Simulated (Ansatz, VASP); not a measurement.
**ZnS in two plane-wave programs**

Wanted: the spread between two codes on one cell, functional and k mesh. The cell is taken from a series of VASP runs on this material, whose earlier steps may have relaxed, scaled or displaced it; both programs get it as it stands.

Method: plane waves, with VASP 6.6.1 beside it; single point at PBEsol, band structure at PBEsol, spin-orbit coupling and band structure at PBEsol, in Ansatz 0.2.0.

## (1) The structure

The structure is cubic, space group F-43m (No. 216). The conventional cell has a = 5.404 Å, b = 5.404 Å, c = 5.404 Å, α = 90.00°, β = 90.00°, γ = 90.00°. Nearest to Zn lie 4 S at 2.34 Å. Nearest to S lie 4 Zn at 2.34 Å. Farther neighbours and most contacts between anions are not listed.

## (2) Ansatz: single point, PBEsol

Ansatz runs on its default PAW (the set named soft_2) files.

A single point gives forces, pressure and levels at one fixed geometry, so differences don't come from the geometry; what else differs is listed under the comparison.

The input, input.yaml:

```yaml
crystal:
  lattice:
    - [0.0, 2.702, 2.702]
    - [2.702, 0.0, 2.702]
    - [2.702, 2.702, 0.0]
  atoms:
    - { symbol: Zn, position: [0.75, 0.75, 0.75] }
    - { symbol: S, position: [0.0, 0.0, 0.0] }
hamiltonian:
  xc: pbesol
  pseudopotentials: { kind: paw }
kpoints:
  mp_grid: { grid: [10, 10, 10] }
scf:
  occupations: { method: gaussian, width: 0.02 }
  n_extra_bands: 4
output:
  forces: true
  stress: true
  eigenvalues: true
```

Launch:

```sh
$ ansatz run input.yaml --threads 2 --pin off --max-ram 4608MiB --backend cpu --events-out ev --progress --plain --runs-dir out
```

Numbers of over 12 decimals in the logs are rounded to 6 here.

The log of the run:

```text
scf.n_extra_bands = 4 over 9 filled bands (N_el = 18.0): the run solves 13 bands
Engine: ansatz 0.2.0, aarch64-unknown-linux-gnu
Pseudopotentials: kind: paw
Pseudopotential: Zn, paw, valence charge 12, recommended cutoff 420 eV (normal), Zn.paw.azcp
Pseudopotential: S, paw, valence charge 6, recommended cutoff 420 eV (normal), S.paw.azcp
Functional definition: PBEsol
  exchange = pbesol_x
  correlation = pbesol_c
Crystal: 2 atoms, lattice volume = 39.454 Å³
Basis set: ecut = 420 eV, 749 PW (Γ), exchange–correlation on 54×54×54 points (8 copies of the dense FFT grid, shifted against one another)
Bands: 13, of which v1, the nominal top of the filled ones, is band 9 counted from 1 (8 counted from 0)
Symmetry: 24 space group operations
Space group: F-43m (ITA 216), of the structure as read, at distance tolerance 3.4e-5 Å
k-points: 47 of 1000 (time reversal used)
Non-local potential: Zn, projectors of the file, l = 0: 2, l = 1: 2, l = 2: 3, l = 3: 1
Non-local potential: S, projectors of the file, l = 0: 2, l = 1: 2, l = 2: 2
PAW form: soft (Blöchl's): semilocal exchange-correlation on the pseudo side does not see the compensation charge
PAW frozen core: Zn, regenerated for the run's functional, and the local potential with it (the file was generated under x = pbe(κ = 0.804, μ = 0.219515), c = pbe(β = 0.066725))
PAW frozen core: S, regenerated for the run's functional, and the local potential with it (the file was generated under x = pbe(κ = 0.804, μ = 0.219515), c = pbe(β = 0.066725))
PAW one-centre angular grid: Zn, 590 points (default); XC on 64 Gauss nodes
PAW one-centre angular grid: S, 110 points (default); XC on 64 Gauss nodes
Initial density: superposition of atomic densities (neutral atoms: chi_scale 0, normalization atom), corrected by the library's trained network
Initial wavefunctions: pseudopotential atomic-orbital guess
Functional: x = pbesol(κ = 0.804, μ = 0.123457), c = pbesol(β = 0.046)
SCF iter   1: F=—  HF=-4167.438364 eV  |F-HF|=—  |Δ(HF+E_count)|=         —  Δρ=5.48e-3  dr2=1.43e-2  ethr=1.77e-3  ⟨swp⟩=5.7  Hψ=3701  notcnv=0
preconditioner: auto → none  [insulator: Δε(μ)=1.917 eV  Ē_g=12.093 eV  σ=0.020 eV  W_gap=1.00  n_scr=14 (ndim 8)  ℏωp=25.1 eV  f_vac=0.026  D(μ)=0.00/eV (n_scr^D=0)  ε∞_Penn≈5.3]
SCF iter   2: F=—  HF=-4167.433942 eV  |F-HF|=—  |Δ(HF+E_count)|=   4.42e-3  Δρ=9.03e-4  dr2=1.62e-4  ethr=7.93e-5  ⟨swp⟩=3.0  Hψ=1600  notcnv=0
SCF iter   3: F=—  HF=-4167.433971 eV  |F-HF|=—  |Δ(HF+E_count)|=   2.91e-5  Δρ=7.05e-4  dr2=1.07e-4  ethr=9.00e-7  ⟨swp⟩=2.0  Hψ=975  notcnv=0
SCF iter   4: F=—  HF=-4167.433990 eV  |F-HF|=—  |Δ(HF+E_count)|=   1.90e-5  Δρ=2.81e-4  dr2=2.56e-5  ethr=5.94e-7  ⟨swp⟩=2.0  Hψ=987  notcnv=0
SCF iter   5: F=—  HF=-4167.433970 eV  |F-HF|=—  |Δ(HF+E_count)|=   2.04e-5  Δρ=2.40e-5  dr2=1.10e-7  ethr=1.42e-7  ⟨swp⟩=2.0  Hψ=987  notcnv=0
SCF iter   6: F=-4167.433970 eV  HF=-4167.433970 eV  |F-HF|=1.47e-9  |Δ(HF+E_count)|=   1.33e-7  Δρ=4.96e-6  dr2=5.56e-9  ethr=5.56e-10  ⟨swp⟩=5.0  Hψ=2914  notcnv=0
SCF 1 converged in 6 iterations: F = -4167.433970 eV  dr2 = 5.56e-9
  greatest PAW one-centre occupation: 0.983 electrons in one spin orbital (limit 2), on the Zn atom at site 0 (counted from 0), in its partial waves of l = 2
SCF converged after 6 iterations
Free energy (F): -4167.433970 eV
Harris-Foulkes:  -4167.433970 eV  (|F-HF|=1.47e-9)
Internal energy: -4167.433970 eV  (E = F + TS)
E sigma→0 (E₀):  -4167.433970 eV
Fermi energy:    6.672667 eV
--- Per-component energies (eV) ---
  E_band       = 2.694012
  E_kinetic    = 237.920401
  E_local      = -2041.719224  (includes V_loc(G=0)·N_el)
  E_nonlocal   = 644.075123
  E_hartree    = 851.839070
  E_xc         = -231.710337
  E_vxc        = -139.788581  (∫ρ·V_xc dr)
  E_paw        = -2375.318653  (= ΣΔE_a)
  E_vpaw       = -401.473486  (= ΣTr[D̂ρ^β])
  E_aug_tail   = -0.000360  (compensation charges beyond the density's cutoff)
  E_ewald      = -1253.379294
  E_core_change = 0.859304  (= ΣΔE_core)
  E_smearing   = -0.000000  (= −TS)
  E_closure    = -0.000000  (closes the sum)
  Σ components = -4167.433970   (vs F -4167.433970, Δ=0.00e0)
--- Forces (eV/Å), atoms counted from 1 ---
  atom   1  Zn     0.00000000    -0.00000000    -0.00000000
  atom   2  S     -0.00000000     0.00000000     0.00000000
  max |Σ_I F_I| component: 4.63e-18 eV/Å
--- Stress (GPa, compression-positive) ---
       -1.972553       0.000000      -0.000000
       -0.000000      -1.972553       0.000000
       -0.000000       0.000000      -1.972553
  P = ⅓ Tr σ = -1.9726 GPa (-19.726 kbar)
--- Band table (eV; the first three rows and the last of 47) ---
  k-point 0: bands = [... 5 lower, -0.1882, 5.6864, 5.6864, 5.6864, 7.6587, 11.9604, 11.9604, 11.9604]
  k-point 1: bands = [... 5 lower, -0.1895, 4.8720, 5.5876, 5.5876, 8.2896, 11.8636, 12.1317, 12.1317]
  k-point 2: bands = [... 5 lower, -0.1897, 3.5011, 5.3482, 5.3482, 8.9447, 12.0839, 12.4715, 12.4715]
  k-point 46: bands = [... 5 lower, 0.1977, 1.0532, 2.9359, 2.9742, 10.8423, 11.3416, 13.9074, 14.0858]
```

The job ended after 1.6 s (2 threads of Arm Neoverse V2, shared host; peak memory 0.31 GiB; 2.7 s of CPU time).

Reading the cycles: dr2 is the Hartree energy of the density residual (eV), the measure of convergence; HF is the Harris–Foulkes estimate of the energy, which meets the free energy F at convergence.

The run ends at a pressure of -1.97 GPa.

## (3) VASP: single point, PBEsol

The same cell, functional, mesh and smearing now go to VASP, with its own data sets and cutoff.

Lines of VASP's logs that name or quote its potential files are left out, and so is its time.

The input, INCAR:

```
SYSTEM = ZnS
PREC = Accurate
ENCUT = 400
EDIFF = 1E-08
NELM = 100
ISMEAR = 0
SIGMA = 0.02
LREAL = .FALSE.
ALGO = Normal
GGA = PS
NBANDS = 15
LORBIT = 11
LWAVE = .FALSE.
LCHARG = .FALSE.
KPAR = 4
```

The input, POSCAR:

```
ZnS
1.0
    0.0000000000      2.7020000000      2.7020000000
    2.7020000000      0.0000000000      2.7020000000
    2.7020000000      2.7020000000      0.0000000000
Zn S
1 1
Direct
    0.7500000000      0.7500000000      0.7500000000
    0.0000000000      0.0000000000      0.0000000000
```

The input, KPOINTS:

```
Automatic mesh
0
Gamma
10 10 10
0 0 0
```

The input, KPOINTS_OPT:

```
points round the band edges
26
Reciprocal
  0.0000000000   0.0000000000   0.0000000000 1
  0.0000000000   0.0000000000   0.0000000000 1
 -0.0000000000  -0.0034402932  -0.0034402932 1
  0.0000000000   0.0034402932   0.0034402932 1
 -0.0034402932   0.0000000000  -0.0034402932 1
  0.0034402932   0.0000000000   0.0034402932 1
 -0.0034402932  -0.0034402932   0.0000000000 1
  0.0034402932   0.0034402932   0.0000000000 1
 -0.0000000000  -0.0129010997  -0.0129010997 1
  0.0000000000   0.0129010997   0.0129010997 1
 -0.0129010997   0.0000000000  -0.0129010997 1
  0.0129010997   0.0000000000   0.0129010997 1
 -0.0129010997  -0.0129010997   0.0000000000 1
  0.0129010997   0.0129010997   0.0000000000 1
 -0.0000000000  -0.0034402932  -0.0034402932 1
  0.0000000000   0.0034402932   0.0034402932 1
 -0.0034402932   0.0000000000  -0.0034402932 1
  0.0034402932   0.0000000000   0.0034402932 1
 -0.0034402932  -0.0034402932   0.0000000000 1
  0.0034402932   0.0034402932   0.0000000000 1
 -0.0000000000  -0.0129010997  -0.0129010997 1
  0.0000000000   0.0129010997   0.0129010997 1
 -0.0129010997   0.0000000000  -0.0129010997 1
  0.0129010997   0.0000000000   0.0129010997 1
 -0.0129010997  -0.0129010997   0.0000000000 1
  0.0129010997   0.0129010997   0.0000000000 1
```

The projector-augmented-wave data sets are Zn and S (PBE family, release 64).

Launch:

```sh
$ mpirun -np 4 vasp_std
```

The log of the run:

```text
[banner, memory and clock lines left out]
running    4 mpi-ranks, on    1 nodes
 distrk:  each k-point on    1 cores,    4 groups
 distr:  one band on    1 cores,    1 groups

 POSCAR found type information on POSCAR ZnS
 POSCAR found :  2 types and       2 ions
|                                                                             |
|               ----> ADVICE to this user running VASP <----                  |
|                                                                             |
|     You enforced a specific xc type in the INCAR file but a different       |
|     [... a line on the potential file left out ...]
|     I HOPE YOU KNOW WHAT YOU ARE DOING!                                     |
|                                                                             |

 LDA part: xc-table for (Slater+PW92), standard interpolation
 POSCAR, INCAR and KPOINTS ok, starting setup
 FFT: planning ... GRIDC
 FFT: planning ... GRID_SOFT
 FFT: planning ... GRID
 WAVECAR not read
 entering main loop
       N       E                     dE             d eps       ncg     rms          rms(c)
DAV:   1     0.721595603672E+02    0.72160E+02   -0.73093E+03  1410   0.117E+03
DAV:   2    -0.347165426769E+01   -0.75631E+02   -0.71005E+02  1564   0.233E+02
DAV:   3    -0.794105652408E+01   -0.44694E+01   -0.44474E+01  1753   0.569E+01
DAV:   4    -0.798587165411E+01   -0.44815E-01   -0.44801E-01  1669   0.593E+00
DAV:   5    -0.798637429723E+01   -0.50264E-03   -0.50263E-03  1809   0.613E-01    0.664E+00
DAV:   6    -0.760295848629E+01    0.38342E+00   -0.83547E-01  2041   0.342E+01    0.522E+00
DAV:   7    -0.758417304207E+01    0.18785E-01   -0.24523E-01  1620   0.505E+00    0.254E+00
DAV:   8    -0.758095195228E+01    0.32211E-02   -0.50911E-03  1967   0.879E-01    0.609E-01
DAV:   9    -0.758078153253E+01    0.17042E-03   -0.92453E-04  1648   0.278E-01    0.932E-02
DAV:  10    -0.758086824669E+01   -0.86714E-04   -0.15532E-04  1677   0.974E-02    0.292E-02
DAV:  11    -0.758086086647E+01    0.73802E-05   -0.22850E-05  1746   0.411E-02    0.666E-03
DAV:  12    -0.758086113338E+01   -0.26691E-06   -0.28166E-06  1690   0.189E-02    0.405E-03
DAV:  13    -0.758086111009E+01    0.23290E-07   -0.26783E-07  1550   0.414E-03    0.939E-04
DAV:  14    -0.758086110282E+01    0.72707E-08   -0.32484E-08  2138   0.392E-03
   1 F= -.75808611E+01 E0= -.75808611E+01  d E =-.127804E-33
 Start KPOINTS_OPT (optional k-point list driver)
k-point batch [1-26\26]
       N       E                     dE             ncg
DAV:   1     0.110998379231E+04   -0.20039E+03      780
DAV:   2    -0.956858530824E+03   -0.20668E+04      829
DAV:   3    -0.110314900291E+04   -0.14629E+03      927
DAV:   4    -0.110454070044E+04   -0.13917E+01      850
DAV:   5    -0.110455635363E+04   -0.15653E-01     1067
DAV:   6    -0.110455659749E+04   -0.24386E-03      934
DAV:   7    -0.110455660314E+04   -0.56518E-05     1053
DAV:   8    -0.110455660328E+04   -0.14287E-06      899
DAV:   9    -0.110455660328E+04   -0.34279E-08      831
```

OUTCAR, selected parts (step 3):

```text
ion  position               nearest neighbor table
   1  0.750  0.750  0.750-   2 2.34   2 2.34   2 2.34   2 2.34
   2  0.000  0.000  0.000-   1 2.34   1 2.34   1 2.34   1 2.34

  LATTYP: Found a face centered cubic cell.
 ALAT       =     5.4040000000

 Subroutine GETGRP returns: Found 24 space group operations
 (whereof 24 operations were pure point group operations)

The static configuration has the point symmetry T_d .

 Found     47 irreducible k-points:

   k-points           NKPTS =     47   k-points in BZ     NKDIM =     47   number of bands    NBANDS=     15

   dimension x,y,z NGX =    28 NGY =   28 NGZ =   28
   dimension x,y,z NGXF=    56 NGYF=   56 NGZF=   56

   ENCUT  =  400.0 eV  29.40 Ry    5.42 a.u.   6.23  6.23  6.23*2*pi/ulx,y,z

   NELECT =      18.0000    total number of electrons

 k-points in reciprocal lattice and weights: Automatic mesh
   0.00000000  0.00000000  0.00000000       0.001
   0.10000000  0.00000000  0.00000000       0.008
   0.20000000  0.00000000  0.00000000       0.008
   0.30000000  0.00000000  0.00000000       0.008
   0.40000000  0.00000000  0.00000000       0.008
   0.50000000  0.00000000  0.00000000       0.004
   0.10000000  0.10000000  0.00000000       0.006
   0.20000000  0.10000000  0.00000000       0.024
   0.30000000  0.10000000  0.00000000       0.024
[...]
-0.30000000  0.40000000  0.20000000       0.024
  -0.30000000  0.50000000  0.20000000       0.012

 average (electrostatic) potential at core
       1 -36.0791       2 -88.6913

 E-fermi :   2.1787

 k-point     1 :       0.0000    0.0000    0.0000
  band No.  band energies     occupation
    ...
      5      -3.8554      2.00000
      6      -3.8554      2.00000
      7       2.0141      2.00000
      8       2.0141      2.00000
      9       2.0141      2.00000
     10       3.9898      0.00000
     11       8.3200      0.00000
     12       8.3200      0.00000
     13       8.3200      0.00000
     14      13.6535      0.00000
    ...

 k-point     2 :       0.1000    0.0000    0.0000
  band No.  band energies     occupation
    ...
      5      -3.8568      2.00000
      6      -3.8568      2.00000
      7       1.1985      2.00000
      8       1.9152      2.00000
      9       1.9152      2.00000
     10       4.6215      0.00000
     11       8.2213      0.00000
     12       8.4926      0.00000
     13       8.4926      0.00000
     14      13.2780      0.00000
    ...

 k-point     3 :       0.2000    0.0000    0.0000
  band No.  band energies     occupation
    ...
      5      -3.8568      2.00000
      6      -3.8568      2.00000
      7      -0.1737      2.00000
      8       1.6756      2.00000
      9       1.6756      2.00000
     10       5.2770      0.00000
     11       8.4400      0.00000
     12       8.8345      0.00000
     13       8.8345      0.00000
     14      12.8422      0.00000
    ...

  Total       -0.4986866     -0.4986866     -0.4986866     -0.0000000     -0.0000000     -0.0000000
  in kB      -20.2512697    -20.2512697    -20.2512697     -0.0000000     -0.0000000     -0.0000000
  external PRESSURE =     -20.2512697 kB  Pullay stress =       0.0000000 kB

  energy-cutoff  :      400.00
  volume of cell :       39.45
      direct lattice vectors                 reciprocal lattice vectors
     0.000000000  2.702000000  2.702000000    -0.185048113  0.185048113  0.185048113
     2.702000000  0.000000000  2.702000000     0.185048113 -0.185048113  0.185048113
     2.702000000  2.702000000  0.000000000     0.185048113  0.185048113 -0.185048113

 POSITION                                       TOTAL-FORCE (eV/Angst)
 -----------------------------------------------------------------------------------
      4.05300      4.05300      4.05300        -0.000000     -0.000000      0.000000
      0.00000      0.00000      0.00000         0.000000      0.000000     -0.000000
 -----------------------------------------------------------------------------------
    total drift:                                0.000001      0.000001      0.000001

  FREE ENERGIE OF THE ION-ELECTRON SYSTEM (eV)
  ---------------------------------------------------
  free  energy   TOTEN  =        -7.5808611028 eV

  energy  without entropy=       -7.5808611028  energy(sigma->0) =       -7.58086110

 total charge
# of ion       s       p       d       tot
------------------------------------------
    1        0.526   0.482   9.797  10.805
    2        1.310   2.408   0.000   3.717
--------------------------------------------------
tot          1.835   2.890   9.797  14.522

[... 3 further parts left out ...]
```

The run ends at a pressure of -2.03 GPa.

## (4) Comparison

Known differences besides the potentials themselves: the cutoff is 420 eV in Ansatz and 400 eV in VASP; Ansatz makes its cores anew for this functional, VASP keeps those of its PBE data sets; VASP leaves aspherical gradient terms in its spheres out (LASPH is not set), Ansatz keeps them. Total energies have different zeros and are not compared.

Compared:

```csv
quantity,Ansatz,VASP,difference
pressure (GPa),-1.97,-2.03,+0.05
pressure without Ansatz's Pulay correction (GPa),-2.03,-2.03,-0.01
gap on the k mesh (eV),1.972,1.976,-0.003
```

A gap on the mesh is an upper bound, since the band edges may lie between its points. Ansatz's pressure holds a Pulay correction of 0.06 GPa; VASP's holds none.

## (5) Ansatz: band structure, PBEsol, spin-orbit coupling

The same path points are solved in both programs, so levels can be compared one by one.

The cell is taken from a series of VASP runs on this material, whose earlier steps may have relaxed, scaled or displaced it; both programs get it as it stands.

The input, input.yaml:

```yaml
crystal:
  lattice:
    - [0.0, 2.702, 2.702]
    - [2.702, 0.0, 2.702]
    - [2.702, 2.702, 0.0]
  atoms:
    - { symbol: Zn, position: [0.75, 0.75, 0.75] }
    - { symbol: S, position: [0.0, 0.0, 0.0] }
hamiltonian:
  xc: pbesol
  pseudopotentials: { kind: paw_fr }
magnetization:
  noncollinear: true
  spin_orbit: true
kpoints:
  mp_grid: { grid: [10, 10, 10] }
  band_path:
    path:
      - [0.0, 0.0, 0.0]
      - [0.16667, 0.0, 0.16667]
      - [0.33333, 0.0, 0.33333]
      - [0.5, 0.0, 0.5]
      - [0.5, 0.08333, 0.58333]
      - [0.5, 0.18333, 0.68333]
      - [0.5, 0.25, 0.75]
      - [0.45, 0.3, 0.75]
      - [0.40833, 0.34167, 0.75]
      - [0.35, 0.35, 0.7]
      - [0.225, 0.225, 0.45]
      - [0.075, 0.075, 0.15]
      - [0.03333, 0.03333, 0.03333]
      - [0.23333, 0.23333, 0.23333]
      - [0.4, 0.4, 0.4]
      - [0.51667, 0.46667, 0.51667]
      - [0.55833, 0.38333, 0.55833]
      - [0.60833, 0.28333, 0.60833]
      - [0.60833, 0.25, 0.64167]
      - [0.55833, 0.25, 0.69167]
      - [0.51667, 0.25, 0.73333]
      - [0.5, 0.3, 0.7]
      - [0.5, 0.38333, 0.61667]
      - [0.5, 0.48333, 0.51667]
      - [0.475, 0.475, 0.55]
      - [0.425, 0.425, 0.65]
      - [0.38333, 0.38333, 0.73333]
      - [0.59167, 0.18333, 0.59167]
      - [0.55, 0.1, 0.55]
      - [0.5, 0.0, 0.5]
    npoints: 1
scf:
  occupations: { method: gaussian, width: 0.02 }
  n_extra_bands: 14
output:
  forces: true
  stress: true
  eigenvalues: true
```

Launch:

```sh
$ ansatz run input.yaml --threads 2 --pin off --max-ram 4608MiB --backend cpu --events-out ev --progress --plain --runs-dir out
```

The log of the run:

```text
[...]
non-collinear run that drives no moment, with spin-orbit: no starting moment large enough to seed its density (crystal.atoms[].spin), no starting occupations that ask for one, no magnetisation constraint and no magnetic field, so the semilocal B_xc is pinned to zero
Crystal: 2 atoms, lattice volume = 39.454 Å³
[...]
k-point 1: bands = [... 14 lower, 5.5687, 5.5687, 5.6026, 5.6133, 8.2896, 8.2896, 11.8463, 11.8463, ... 10 higher]
  k-point 2: bands = [... 14 lower, 5.3290, 5.3290, 5.3596, 5.3767, 8.9444, 8.9444, 12.0787, 12.0787, ... 10 higher]
  k-point 46: bands = [... 14 lower, 2.9209, 2.9477, 2.9702, 2.9829, 10.8375, 10.8463, 11.3280, 11.3551, ... 10 higher]
[key lines of the parts left out:]
SCF converged after 7 iterations
Magnetization: |M| = 0.0000 μB,  M = (+0.0000, +0.0000, +0.0000) μB
Free energy (F): -4167.503475 eV
Fermi energy:    6.682901 eV
P = ⅓ Tr σ = -1.9849 GPa (-19.849 kbar)
```

Run time: 11 s. Hardware: 2 threads; peak memory 0.47 GiB; 21 s of CPU time.

(Part 1 of 2 ends here.)

[Lines on the potential files, build, host, timing and source positions are cut from VASP's logs without a mark.]

[Logs are printed without paths, hosts, clocks, repeated set-up lines and the standing remarks that a program may print on its own settings, such as how far it seeks lower states.]

[Hosts, paths, dates, database ids (printed as entryN), source tags and the programs' standing remarks are cut or masked in the printed files.]
